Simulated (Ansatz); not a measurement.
# Relaxing random alloy of the monolayer 2H MoS2-WS2 line, x = 1 (75 atoms)

How does random alloy of the monolayer 2H MoS2-WS2 line, x = 1 (75 atoms) relax, and what do bonds, charges and levels look like afterwards?

Main program and level: Ansatz 0.2.0; Kohn-Sham DFT, PBE, PAW (set soft_2), plane waves.

## (1) Set-up

The cell holds 75 atoms: 25 W and 50 S. Cell: a = 15.900 Å, b = 15.900 Å, c = 18.500 Å, α = 90.0°, β = 90.0°, γ = 120.0°. It derives from WS2. Monolayer 2H MoS2-WS2: 75 atoms, 25 of 25 Mo sites given to W at random, cell and internal coordinates interpolated linearly between the end members (Vegard's rule); not relaxed, displaced by a Gaussian of 0.02 Å. Lattice constants are starting values near those of PBE. Vacuum lies along c.

Before any run, some limits are plain. The host structure and its lattice constant were typed by rule, without a check against the phase diagram. Only the Γ point is sampled in the main run, in a cell whose shortest periodic width is 14 Å. The levels lack spin–orbit coupling, which is large for the heavy elements here.

## (2) Single point at the start

A single point comes first, to see the forces before anything moves.

File input.yaml:

```yaml
crystal:
  lattice:
    - [15.9, 0.0, 0.0]
    - [-7.95, 13.7698, 0.0]
    - [0.0, 0.0, 18.5]
  atoms:
    - { symbol: W, position: [0.0016, 0.99911, 0.49943] }
    - { symbol: S, position: [0.13261, 0.06792, 0.58238] }
    - { symbol: S, position: [0.13498, 0.06556, 0.41548] }
    - { symbol: W, position: [0.00075, 0.20212, 0.49777] }
    - { symbol: S, position: [0.13265, 0.26611, 0.58609] }
    - { symbol: S, position: [0.13182, 0.26642, 0.41419] }
    - { symbol: W, position: [0.00048, 0.40085, 0.49881] }
    - { symbol: S, position: [0.13543, 0.46798, 0.58541] }
    - { symbol: S, position: [0.13397, 0.46567, 0.415] }
    - { symbol: W, position: [0.99863, 0.59961, 0.50057] }
    - { symbol: S, position: [0.13218, 0.66609, 0.58412] }
    - { symbol: S, position: [0.13178, 0.66569, 0.41512] }
    - { symbol: W, position: [0.99876, 0.80034, 0.50179] }
    - { symbol: S, position: [0.13413, 0.86639, 0.58391] }
    - { symbol: S, position: [0.13362, 0.86912, 0.41519] }
    - { symbol: W, position: [0.19934, 0.00028, 0.50227] }
    - { symbol: S, position: [0.33393, 0.06756, 0.58519] }
    - { symbol: S, position: [0.33206, 0.06501, 0.41476] }
    - { symbol: W, position: [0.20016, 0.20085, 0.50091] }
    - { symbol: S, position: [0.33471, 0.26708, 0.58582] }
    - { symbol: S, position: [0.33329, 0.26849, 0.41569] }
    - { symbol: W, position: [0.19998, 0.40071, 0.49992] }
    - { symbol: S, position: [0.33586, 0.46887, 0.58723] }
    - { symbol: S, position: [0.33053, 0.46457, 0.41459] }
    - { symbol: W, position: [0.20084, 0.60127, 0.50034] }
    - { symbol: S, position: [0.33057, 0.66622, 0.58576] }
    - { symbol: S, position: [0.33418, 0.66777, 0.41489] }
    - { symbol: W, position: [0.19988, 0.80027, 0.50044] }
    - { symbol: S, position: [0.33367, 0.86684, 0.58414] }
    - { symbol: S, position: [0.3339, 0.86684, 0.41636] }
    - { symbol: W, position: [0.40164, 0.00027, 0.49959] }
    - { symbol: S, position: [0.53284, 0.06728, 0.58495] }
    - { symbol: S, position: [0.53293, 0.06673, 0.41446] }
    - { symbol: W, position: [0.40055, 0.19935, 0.50132] }
    - { symbol: S, position: [0.53427, 0.26753, 0.58368] }
    - { symbol: S, position: [0.53408, 0.26774, 0.4141] }
    - { symbol: W, position: [0.39969, 0.40005, 0.49852] }
    - { symbol: S, position: [0.53434, 0.4679, 0.58394] }
    - { symbol: S, position: [0.53282, 0.46476, 0.41509] }
    - { symbol: W, position: [0.39878, 0.60163, 0.50044] }
    - { symbol: S, position: [0.53274, 0.66554, 0.58624] }
    - { symbol: S, position: [0.53446, 0.66397, 0.41647] }
    - { symbol: W, position: [0.40229, 0.80049, 0.4987] }
    - { symbol: S, position: [0.53429, 0.8664, 0.58421] }
    - { symbol: S, position: [0.53219, 0.86747, 0.41599] }
    - { symbol: W, position: [0.59959, 0.00076, 0.49876] }
    - { symbol: S, position: [0.73438, 0.06673, 0.58466] }
    - { symbol: S, position: [0.73384, 0.06793, 0.41595] }
    - { symbol: W, position: [0.60077, 0.2002, 0.50008] }
    - { symbol: S, position: [0.73428, 0.267, 0.5856] }
    - { symbol: S, position: [0.73118, 0.26313, 0.41626] }
    - { symbol: W, position: [0.60307, 0.40064, 0.49989] }
    - { symbol: S, position: [0.73308, 0.46649, 0.58488] }
    - { symbol: S, position: [0.73155, 0.46592, 0.41406] }
    - { symbol: W, position: [0.6001, 0.59957, 0.50054] }
    - { symbol: S, position: [0.73383, 0.6681, 0.5851] }
    - { symbol: S, position: [0.73471, 0.66391, 0.41444] }
    - { symbol: W, position: [0.60297, 0.80367, 0.49973] }
    - { symbol: S, position: [0.73322, 0.86634, 0.5863] }
    - { symbol: S, position: [0.73347, 0.86765, 0.41479] }
    - { symbol: W, position: [0.79863, 0.00046, 0.50054] }
    - { symbol: S, position: [0.93488, 0.06651, 0.5842] }
    - { symbol: S, position: [0.93422, 0.06702, 0.41544] }
    - { symbol: W, position: [0.80075, 0.20169, 0.5004] }
    - { symbol: S, position: [0.93654, 0.26828, 0.58558] }
    - { symbol: S, position: [0.93172, 0.26754, 0.41559] }
    - { symbol: W, position: [0.80178, 0.40152, 0.49957] }
    - { symbol: S, position: [0.93396, 0.46585, 0.58698] }
    - { symbol: S, position: [0.93038, 0.46411, 0.41335] }
    - { symbol: W, position: [0.79807, 0.59837, 0.50211] }
    - { symbol: S, position: [0.93195, 0.66472, 0.58607] }
    - { symbol: S, position: [0.9317, 0.66487, 0.41608] }
    - { symbol: W, position: [0.80047, 0.79937, 0.50152] }
    - { symbol: S, position: [0.93467, 0.86902, 0.58541] }
    - { symbol: S, position: [0.93537, 0.86683, 0.41382] }
kpoints:
  mp_grid: { grid: [1, 1, 1] }
hamiltonian:
  xc: pbe
scf:
  occupations: { method: fermi_dirac, width: 0.025 }
output:
  forces: true
```

The run is started by

```bash
ansatz run input.yaml --threads 5 --pin off --max-ram 76800MiB --backend cuda --events-out ev --progress --plain --runs-dir out
```

What it wrote:

```text
Engine: ansatz 0.2.0, x86_64-unknown-linux-gnu
Pseudopotentials: kind: paw
Pseudopotential: W, paw, valence charge 14, recommended cutoff 420 eV (normal), W.paw.azcp
Pseudopotential: S, paw, valence charge 6, recommended cutoff 420 eV (normal), S.paw.azcp
[... 5 lines on functional and potentials left out ...]
device memory: the entry about to start is reckoned to put 6.8 GiB on a device that reports 70.2 GiB free
GPU FFT provider: cuFFT
GPU libraries: cuBLAS 13.8.2, cuFFT 12.4.0, cuSOLVER 12.3.4
Crystal: 75 atoms, lattice volume = 4050.387 Å³
Basis set: ecut = 420 eV, 79165 PW (Γ), exchange–correlation on 216×216×250 points (8 copies of the dense FFT grid, shifted against one another)
Bands: 400, of which v1, the nominal top of the filled ones, is band 325 counted from 1 (324 counted from 0)
Symmetry: 1 space group operations
Space group: P1 (ITA 1), of the structure as read, at distance tolerance 1.6e-4 Å
k-points: 1
[... 5 lines on functional and potentials left out ...]
Initial density: superposition of atomic densities (neutral atoms: chi_scale 0, normalization atom), corrected by the library's trained network
Initial wavefunctions: pseudopotential atomic-orbital guess
GPU buffer pool allocated for 1458000 grid points (all kernels)
GPU transforms: local potential and band sums: pruned to the plane-wave sphere, on 108×108×125
Functional: x = pbe(κ = 0.804, μ = 0.219515), c = pbe(β = 0.066725)
SCF iter   1: F=—  HF=-304785.082460 eV  |F-HF|=—  |Δ(HF+E_count)|=         —  Δρ=3.23e-3  dr2=5.00e-1  ethr=1.77e-3  ⟨swp⟩=9.0  Hψ=1756  notcnv=0  defer=8
preconditioner: auto → Resta (q_TF=auto, 2.011 Å⁻¹)  ε∞=3.2  [insulator: Δε(μ)=2.094 eV  Ē_g=8.262 eV  σ=0.025 eV  W_gap=1.00  n_scr=538 (ndim 8)  ℏωp=12.4 eV  f_vac=0.638  D(μ)=0.00/eV (n_scr^D=0)  ε∞_Penn≈3.2  vacuum switching on, ρ_ref=5.0e-3 e/Å³]
SCF iter   2: F=—  HF=-304785.153777 eV  |F-HF|=—  |Δ(HF+E_count)|=   7.13e-2  Δρ=1.84e-3  dr2=1.35e-1  ethr=7.69e-5  ⟨swp⟩=4.0  Hψ=995  notcnv=0  defer=57
SCF iter   3: F=—  HF=-304785.184434 eV  |F-HF|=—  |Δ(HF+E_count)|=   3.07e-2  Δρ=1.07e-3  dr2=3.10e-2  ethr=2.08e-5  ⟨swp⟩=2.0  Hψ=535  notcnv=0  defer=34
automatic band count: iteration 3 solves 377 bands in place of 400: the levels show a gap, and the empty bands left out lie too high to hold charge; the band table lists the bands solved (type scf.n_extra_bands for more)
SCF iter   4: F=—  HF=-304785.218117 eV  |F-HF|=—  |Δ(HF+E_count)|=   3.37e-2  Δρ=5.55e-4  dr2=4.00e-2  ethr=4.76e-6  ⟨swp⟩=2.0  Hψ=536  notcnv=0  defer=34
SCF iter   5: F=—  HF=-304785.219900 eV  |F-HF|=—  |Δ(HF+E_count)|=   1.78e-3  Δρ=1.14e-4  dr2=8.89e-4  ethr=4.76e-6  ⟨swp⟩=2.0  Hψ=495  notcnv=0  defer=34
SCF iter   6: F=—  HF=-304785.214055 eV  |F-HF|=—  |Δ(HF+E_count)|=   5.85e-3  Δρ=5.61e-5  dr2=5.57e-4  ethr=1.37e-7  ⟨swp⟩=3.0  Hψ=580  notcnv=0  defer=34
SCF iter   7: F=—  HF=-304785.213970 eV  |F-HF|=—  |Δ(HF+E_count)|=   8.41e-5  Δρ=3.70e-5  dr2=1.69e-4  ethr=8.57e-8  ⟨swp⟩=2.0  Hψ=481  notcnv=0  defer=34
SCF iter   8: F=—  HF=-304785.213992 eV  |F-HF|=—  |Δ(HF+E_count)|=   2.19e-5  Δρ=1.34e-5  dr2=8.80e-6  ethr=2.60e-8  ⟨swp⟩=2.0  Hψ=498  notcnv=0  defer=34
SCF iter   9: F=—  HF=-304785.216867 eV  |F-HF|=—  |Δ(HF+E_count)|=   2.88e-3  Δρ=6.14e-6  dr2=4.14e-6  ethr=1.35e-9  ⟨swp⟩=2.0  Hψ=602  notcnv=0  defer=34
SCF iter  10: F=—  HF=-304785.216867 eV  |F-HF|=—  |Δ(HF+E_count)|=   1.27e-7  Δρ=3.09e-6  dr2=1.35e-6  ethr=6.37e-10  ⟨swp⟩=3.0  Hψ=518  notcnv=0  defer=34
SCF iter  11: F=—  HF=-304785.216867 eV  |F-HF|=—  |Δ(HF+E_count)|=   2.06e-7  Δρ=1.21e-6  dr2=1.20e-7  ethr=2.08e-10  ⟨swp⟩=3.0  Hψ=552  notcnv=0  defer=34
SCF iter  12: F=-304785.216867 eV  HF=-304785.216867 eV  |F-HF|=1.02e-7  |Δ(HF+E_count)|=   8.13e-8  Δρ=5.03e-7  dr2=6.08e-9  ethr=1.54e-11  ⟨swp⟩=4.0  Hψ=1130  notcnv=0
SCF 1 converged in 12 iterations: F = -304785.216867 eV  dr2 = 6.08e-9
  greatest PAW one-centre occupation: 1.000 electrons in one spin orbital (limit 2), on the W atom at site 39 (counted from 0), in its partial waves of l = 0
SCF converged after 12 iterations
Free energy (F): -304785.216867 eV
Harris-Foulkes:  -304785.216867 eV  (|F-HF|=1.02e-7)
Internal energy: -304785.216867 eV  (E = F + TS)
E sigma→0 (E₀):  -304785.216867 eV
Fermi energy:    0.808718 eV
--- Per-component energies (eV) ---
  E_band       = -11966.126718
  E_kinetic    = 16634.977305
  E_local      = -352343.051990  (includes V_loc(G=0)·N_el)
  E_nonlocal   = 1431.638141
  E_hartree    = 168024.381978
  E_xc         = -11544.284669
  E_vxc        = -10362.340817  (∫ρ·V_xc dr)
  E_paw        = -244077.010072  (= ΣΔE_a)
  E_vpaw       = -3376.102805  (= ΣTr[D̂ρ^β])
  E_aug_tail   = -0.001469  (compensation charges beyond the density's cutoff)
  E_ewald      = 117088.133908
  E_smearing   = -0.000000  (= −TS)
  E_closure    = 0.000000  (closes the sum)
  Σ components = -304785.216867   (vs F -304785.216867, Δ=0.00e0)
--- Forces (eV/Å), atoms counted from 1 ---
  atom   1  W     -0.75327970     0.20108152    -0.37657662
  atom   2  S      0.13927983    -0.04133411     1.18606009
  atom   3  S     -0.16645142     0.37049669    -0.10519846
  atom   4  W      0.08831771    -0.49989373     1.12448196
  atom   5  S     -0.09053509     0.21369754    -0.39651587
  atom   6  S      0.39264885     0.19118189     0.02349219
  atom   7  W     -0.03205346     0.11562327     0.74871656
  atom   8  S     -0.29610053    -0.09619381    -0.21012425
  atom   9  S     -0.18084963     0.38083849    -0.11256924
  atom  10  W      0.27723685    -0.55514754    -0.26567783
  atom  11  S      0.04070980     0.13375673     0.30271829
  atom  12  S      0.00423442     0.18754044     0.06244130
  atom  13  W      0.48680851    -0.31091535    -0.78341786
  atom  14  S     -0.22392338    -0.04557978     0.75599288
[...]
atom  74  S     -0.06119195    -0.26110359     0.28614432
  atom  75  S     -0.33071086    -0.24345997     0.41250412
  max |Σ_I F_I| component: 2.38e-6 eV/Å
```

The job ended after 3.5 s (1 × NVIDIA H100 80GB HBM3 with 5 threads of AMD EPYC 7R13 (Zen 3), shared host; peak memory 1.6 GiB; 5.4 s of CPU time).

In the SCF lines HF is the Harris–Foulkes energy and dr2 the Hartree energy of the density residual, in eV; the loop may stop once dr2 is under the threshold and the program's other checks hold. Hψ counts applications of the Hamiltonian.

That memory is the host's; the program planned up to 6.8 GiB on the GPU.

Read from the output:

- free energy: -304785.2169 eV
- free energy per atom: -4063.8029 eV/atom
- SCF cycles: 12
- r.m.s. force component: 0.4025 eV/Å
- longest force: 1.477 eV/Å
- Fermi energy: 0.8087 eV

The r.m.s. force component of 0.40 eV/Å sets the starting point.

Length of the force by element and coordination:

```
element  coordination  atoms  mean length of the force (eV/Å)  spread  least  most
      S           all     50                            0.485   0.206  0.198  1.19
      W           all     25                            0.910   0.275  0.383  1.48
```

## (3) Relaxation

The atoms are relaxed in the fixed cell, aiming at the force tolerance of the input.

Edit input.yaml of step 2 so:

```diff
@@ -15 +15,4 @@
   forces: true
+relax:
+  f_tol: 0.04
+  max_steps: 150
```

What it wrote:

```text
[...]
GPU FFT provider: cuFFT
GPU libraries: cuBLAS 13.8.2, cuFFT 12.4.0, cuSOLVER 12.3.4
Crystal: 75 atoms, lattice volume = 4050.387 Å³
Basis set: ecut = 420 eV, 79165 PW (Γ), exchange–correlation on 216×216×250 points (8 copies of the dense FFT grid, shifted against one another)
Bands: 400, of which v1, the nominal top of the filled ones, is band 325 counted from 1 (324 counted from 0)
Symmetry: 1 space group operations
[...]
k-points: 1
[...]
GPU buffer pool allocated for 1458000 grid points (all kernels)
[...]
SCF iter   1: F=—  HF=-304785.082463 eV  |F-HF|=—  |Δ(HF+E_count)|=         —  Δρ=3.23e-3  dr2=5.00e-1  ethr=1.77e-3  ⟨swp⟩=9.0  Hψ=1756  notcnv=0  defer=8
[...]
SCF iter   8: F=-304785.216864 eV  HF=-304785.216868 eV  |F-HF|=3.95e-6  |Δ(HF+E_count)|=   1.34e-5  Δρ=9.93e-6  dr2=7.17e-6  ethr=6.15e-9  ⟨swp⟩=3.0  Hψ=1485  notcnv=0
SCF 1 converged in 8 iterations: F = -304785.216864 eV  dr2 = 7.17e-6
[...]
relax step   1: F+E_penalty+E_count = -304785.21686365 eV  Δ(F+E_penalty+E_count) = +0.000e0 eV  max|allowed force component| = 1.444e0 eV/Å  Δτ_max = 0.0000 Å  (8 SCF iters, dr2 threshold 4.00e-5 eV, accepted)
[...]
relax step   2: F+E_penalty+E_count = -304785.56503959 eV  Δ(F+E_penalty+E_count) = -3.482e-1 eV  max|allowed force component| = 8.069e-1 eV/Å  Δτ_max = 0.1136 Å  (7 SCF iters, dr2 threshold 1.00e-4 eV, accepted)
[...]
relax step   3: F+E_penalty+E_count = -304785.89672338 eV  Δ(F+E_penalty+E_count) = -3.317e-1 eV  max|allowed force component| = 1.024e-2 eV/Å  Δτ_max = 0.0597 Å  (6 SCF iters, dr2 threshold 4.07e-5 eV, accepted)
[...]
relax step   4: F+E_penalty+E_count = -304785.89674338 eV  Δ(F+E_penalty+E_count) = -2.000e-5 eV  max|allowed force component| = 1.037e-2 eV/Å  Δτ_max = 0.0000 Å  (6 SCF iters, accepted)
SCF converged after 6 iterations
Free energy (F): -304785.896743 eV
[...]
Internal energy: -304785.896743 eV  (E = F + TS)
E sigma→0 (E₀):  -304785.896743 eV
Fermi energy:    0.823144 eV
[...]
--- Forces (eV/Å), atoms counted from 1 ---
  atom   1  W     -0.00371032    -0.00174428     0.00018318
  atom   2  S      0.00051880     0.00365561     0.00554833
  atom   3  S      0.00141998     0.00100953     0.00117820
  atom   4  W     -0.00368372     0.00681839     0.00066581
  atom   5  S     -0.00247219     0.00203807     0.00228690
  atom   6  S      0.00140700     0.00322394    -0.00304549
  atom   7  W     -0.00504855     0.00500506     0.00187888
  atom   8  S     -0.00372888    -0.00159449     0.00170851
  atom   9  S     -0.00089315     0.00117266    -0.00093535
  atom  10  W     -0.00069389    -0.00547105    -0.00079539
  atom  11  S     -0.00532161    -0.00445483     0.00186239
  atom  12  S     -0.00605781    -0.00387786    -0.00013255
  atom  13  W      0.00107581    -0.01036703    -0.00008415
  atom  14  S     -0.00025682    -0.00525486     0.00310796
[...]
atom  74  S     -0.00026259    -0.00284772     0.00241463
  atom  75  S      0.00255076    -0.00360546     0.00022923
  max |Σ_I F_I| component: 7.27e-6 eV/Å
--- Relaxed structure (4 steps of the walk, 4 accepted, 0 SCFs on fresh bases) ---
  F+E_penalty+E_count = -304785.89674338 eV   max|allowed force component| = 1.037e-2 eV/Å
  atoms:
    - { symbol: W, position: [0.000178276, 1.000146, 0.500013] }
    - { symbol: S, position: [0.133471, 0.066748, 0.585077] }
    - { symbol: S, position: [0.133512, 0.066832, 0.414941] }
    - { symbol: W, position: [0.00012342, 0.200025, 0.500165] }
[...]
- { symbol: S, position: [0.933503, 0.866876, 0.414921] }
```

Wall time 6.6 s (1 × NVIDIA H100 80GB HBM3 with 5 threads); peak memory 1.6 GiB.

That memory is the host's; the program planned up to 6.8 GiB on the GPU.

The steps of the relaxation:

```
step  energy less that of the first step (eV)  largest force component (eV/Å)
   1                                   0.0000                          1.4439
   2                                  -0.3482                          0.8069
   3                                  -0.6799                          0.0102
   4                                  -0.6799                          0.0104
```

The atoms that moved most (Å):

```
atom      dx      dy      dz  length
 S42  -0.039   0.039  -0.027   0.061
 S57  -0.043   0.040   0.010   0.060
  S2   0.023  -0.016   0.050   0.057
 S69   0.028   0.036   0.033   0.057
  W4   0.007  -0.029   0.044   0.053
 S51   0.008   0.049  -0.019   0.053
 S23  -0.021  -0.029  -0.038   0.053
 W58  -0.017  -0.049   0.008   0.052
```

The relaxation changed the energy by -9.06 meV/atom, and atoms moved by 0.033 Å r.m.s., 0.061 Å at most.

## (4) Distances and neighbours after relaxation

Bonds before and after, by the cutoffs listed below:

```
pair  bonds before  bonds after  mean before (Å)  mean after (Å)  spread before (Å)  spread after (Å)
 S-W           150          150            2.418           2.418              0.026             0.000
```

Normalised to the volume that the atoms fill. Pair distribution functions g(r), in bins of 0.2 Å:

```
r (Å)  total   S-S   S-W    W-W
 2.40   4.07  0.00  9.15   0.00
 2.60   0.00  0.00  0.00   0.00
 2.80   0.00  0.00  0.00   0.00
 3.00   0.00  0.00  0.00   0.00
 3.20   3.97  6.25  0.00  10.70
 3.40   0.00  0.00  0.00   0.00
 3.60   0.00  0.00  0.00   0.00
 3.80   0.00  0.00  0.00   0.00
 4.00   1.51  0.00  3.41   0.00
 4.20   0.00  0.00  0.00   0.00
 4.40   1.20  2.69  0.00   0.00
 4.60   0.00  0.00  0.00   0.00
 4.80   0.00  0.00  0.00   0.00
 5.00   0.00  0.00  0.00   0.00
 5.20   1.82  0.00  4.10   0.00
 5.40   0.00  0.00  0.00   0.00
 5.60   1.18  1.76  0.00   3.53
 5.80   0.00  0.00  0.00   0.00
 6.00   0.00  0.00  0.00   0.00
 6.20   0.00  0.00  0.00   0.00
 6.40   1.48  2.67  0.00   2.65
 6.60   0.00  0.00  0.00   0.00
 6.80   1.03  0.00  2.31   0.00
 7.00   0.48  1.07  0.00   0.00
 7.20   0.00  0.00  0.00   0.00
 7.40   0.00  0.00  0.00   0.00
 7.60   0.42  0.00  0.95   0.00
 7.80   0.00  0.00  0.00   0.00
```

Bonds by pair of elements; cutoffs follow the first minimum of g(r), held within bounds set by covalent radii, and pairs that aren't listed don't count as bonded:

```
pair A-B  cutoff (Å)  bonds  mean length (Å)  spread (Å)  shortest (Å)  B about A  A about B
     S-W        3.12    150             2.42           0          2.42          3          6
```

How many atoms have how many bonded neighbours:

```
element  mean   3   6
      S     3  50   0
      W     6   0  25
```

Bond angles, per cent of each kind in bins of 5°:

```
angle (°)  S-W-S  W-S-W
    80–85   60.0  100.0
    85–90    0.0    0.0
    90–95    0.0    0.0
   95–100    0.0    0.0
  100–105    0.0    0.0
  105–110    0.0    0.0
  110–115    0.0    0.0
  115–120    0.0    0.0
  120–125    0.0    0.0
  125–130    0.0    0.0
  130–135    0.0    0.0
  135–140   40.0    0.0
```

Bond angles (no mean is given where the spread exceeds 20°):

```
angle  count  mean (°)  spread (°)
S-W-S    375         -           -
W-S-W    150      82.2           0
```

With the cutoffs above, all S atoms have 3 and all W atoms have 6 bonded neighbours.

(Part 1 of 3 ends here.)

[Long decimals in the printed logs are rounded to 6 places.]

[Logs are printed without paths, hosts, clocks, repeated set-up lines and the standing remarks that a program may print on its own settings, such as how far it seeks lower states.]

[Hosts, paths, dates, database ids (printed as entryN), source tags and the programs' standing remarks are cut or masked in the printed files.]

[A walk said to have stopped at its limit may instead have ended on an SCF cycle that didn't converge.]
